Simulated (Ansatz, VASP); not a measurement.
**HfN: VASP beside Ansatz**

INCAR

```
PREC     = Accurate       # precision mode
ENCUT    = 600            # plane-wave cutoff, eV
EDIFF    = 1E-7           # SCF threshold, eV
ISMEAR   = 0              # smearing method
SIGMA    = 0.1            # smearing width, eV
LREAL    = False          # projectors in reciprocal space
LASPH    = True           # aspherical terms in the spheres
NELM     = 60             # most SCF steps
ALGO     = Normal         # electronic algorithm
ISIF     = 3              # what is computed and relaxed
LWAVE    = False          # write WAVECAR
LCHARG   = False          # write CHGCAR
GGA      = CA             # functional
IBRION   = 2              # ionic algorithm
NSW      = 70             # ionic steps
EDIFFG   = -0.005         # ionic threshold
```

Contents of KPOINTS:

```
Automatic mesh
0
Gamma
  16 16 16
```

The input POSCAR:

```
HfN
1.0
    0.0000000000      2.2738954530      2.2738954530
    2.2738954530      0.0000000000      2.2738954530
    2.2738954530      2.2738954530      0.0000000000
Hf N
1 1
Direct
    0.0000000000      0.0000000000      0.0000000000
    0.5000000000      0.5000000000      0.5000000000
```

Input for Ansatz:

```yaml
crystal:
  lattice:
    - [0.0, 2.2738954488, 2.2738954488]
    - [2.2738954488, 0.0, 2.2738954488]
    - [2.2738954488, 2.2738954488, 0.0]
  atoms:
    - { symbol: Hf, position: [0.0, 0.0, 0.0] }
    - { symbol: "N", position: [0.5, 0.5, 0.5] }
basis:
  ecutwfc: 420
kpoints:
  mp_grid: { grid: [16, 16, 16] }
hamiltonian:
  xc: lda
scf:
  occupations: { method: gaussian, width: 0.1 }
output:
  forces: true
  stress: true
  eigenvalues: true
relax:
  adjacent_minimum: "off"
  f_tol: 0.005
  max_steps: 50
  cell: { stress_tol: 0.05 }
```

Alike in both runs: task relaxation of cell and atoms; functional LDA; k mesh 16 × 16 × 16; occupations gaussian, width 0.1 eV; no spin polarisation.

```csv
,VASP,Ansatz
version,VASP 6.6.1,Ansatz 0.2.0
potentials or method,"VASP PAW LDA potentials, release 64 (Hf_pv, N)","scalar-relativistic, plane waves, PAW"
plane-wave cutoff (eV),600,420
valence electrons in the cell,15,31
```

|  | VASP | Ansatz | Ansatz less VASP |
| --- | --- | --- | --- |
| gap on the k mesh at the Fermi level, each at its own relaxed structure (eV) | none | none | - |
| relaxed volume (Å³/atom) | 11.10 | 11.15 | +0.048 |
| relaxed cell length with the largest relative difference (Å) | 3.155 | 3.159 | +0.0045 |
| energy change over the relaxation (meV/atom) | -34 | -28 | +5.2 |

A gap of «none» marks a metal or a gap that the smearing closes. The two sets of potentials don't hold the same shells in valence.

The runs have no spin-orbit coupling, so splittings on Hf are missing. LDA usually gives volumes a few per cent too small. Zero-point motion and thermal expansion aren't in these numbers.
